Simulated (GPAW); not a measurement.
Runs of GPAW 26.7.0 on Al3Cu. It takes space group P4/mmm (No. 123, tetragonal). The conventional cell has a = 2.778 Å, b = 2.778 Å, c = 7.513 Å, α = 90.00°, β = 90.00°, γ = 90.00°. Cu (site symmetry 4/mmm) is surrounded by 8 Al at 2.60 Å and 4 Cu at 2.78 Å. Al (site symmetry 4mm) has 4 Cu at 2.60 Å and 8 Al at 2.78 to 2.85 Å as nearest neighbours. Around Al (site symmetry 4/mmm) lie 12 Al at 2.78 to 2.85 Å. The cell comes from a database or a generator and needn't be the stable form of this composition.

```tsv
task	level	potentials or basis	cell	k mesh	band path	band points	optimizer	fmax	max steps	gap on the mesh (eV)	pressure (GPa)	V0 of scaled cells (Å³/atom)	relaxed volume (Å³/atom)	B0 (GPa)	largest force (eV/Å)
single point	PBEsol	PAW data sets generated in the run's folder for this functional, pw	as given	10 × 10 × 4	-	-	-	-	-	none	1.6	-	-	-	0.17
equation of state	PBEsol	PAW data sets generated in the run's folder for this functional, pw	as given	10 × 10 × 4	-	-	-	-	-	-	-	14.73	-	(b)	-
band structure	LDA	the program's PAW data sets (release 1.2.1) made for this functional, pw	as given	8 × 8 × 3	GXMGZRAZ,XR,MA	80	-	-	-	-	-1.6	-	-	-	0.28
relaxation of cell and atoms	PBEsol+D4	PAW data sets generated in the run's folder for this functional, pw	relaxed	8 × 8 × 3	-	-	BFGS	0.02 eV/Å	60	none	-0.1	-	14.45	-	0.01
band structure	PBEsol	PAW data sets generated in the run's folder for this functional, pw	as given	8 × 8 × 3	GXMGZRAZ,XR,MA	80	-	-	-	-	1.6	-	-	-	0.15
relaxation of cell and atoms	PBEsol+D3	PAW data sets generated in the run's folder for this functional, pw	relaxed	8 × 8 × 3	-	-	BFGS	0.02 eV/Å	60	none	-0.1	-	14.37	-	0.01
relaxation of cell and atoms	PBEsol+D3(BJ)	PAW data sets generated in the run's folder for this functional, pw	relaxed	8 × 8 × 3	-	-	BFGS	0.02 eV/Å	60	none	0.1	-	14.17	-	0.01
equation of state	LDA	the program's PAW data sets (release 1.2.1) made for this functional, pw	as given	8 × 8 × 3	-	-	-	-	-	-	-	14.29	-	(a)	-
relaxation of cell and atoms	PBEsol	PAW data sets generated in the run's folder for this functional, pw	relaxed	8 × 8 × 3	-	-	BFGS	0.02 eV/Å	60	none	0.2	-	(c)	-	0.01
relaxation of cell and atoms	PBEsol+D3(BJ)+ATM	PAW data sets generated in the run's folder for this functional, pw	relaxed	8 × 8 × 3	-	-	BFGS	0.02 eV/Å	60	none	0.0	-	14.27	-	-
```

Alike in all rows: no spin polarisation; cutoff (eV) 600; smearing fermi-dirac 0.05 eV.

Question: Estimate the missing entries.

Answer: (a) 108; (b) 103; (c) 14.75.

Caveats: with this Cu data set, volumes or pressures lay over 1.5 % or 2 GPa off other programs in two to four cells of ten; later steps reuse the first step's grids (some runs); pairwise dispersion overbinds metals, which lowers pressure and volume (some runs); the cell was scaled at fixed shape and fractional positions, which overstates the stiffness of a crystal with free parameters, most of all of layers and chains (some runs).

A k mesh can miss the band edges.

A gap of «none» marks a metal or a gap under the smearing width.

Not every run made on this cell is shown here.
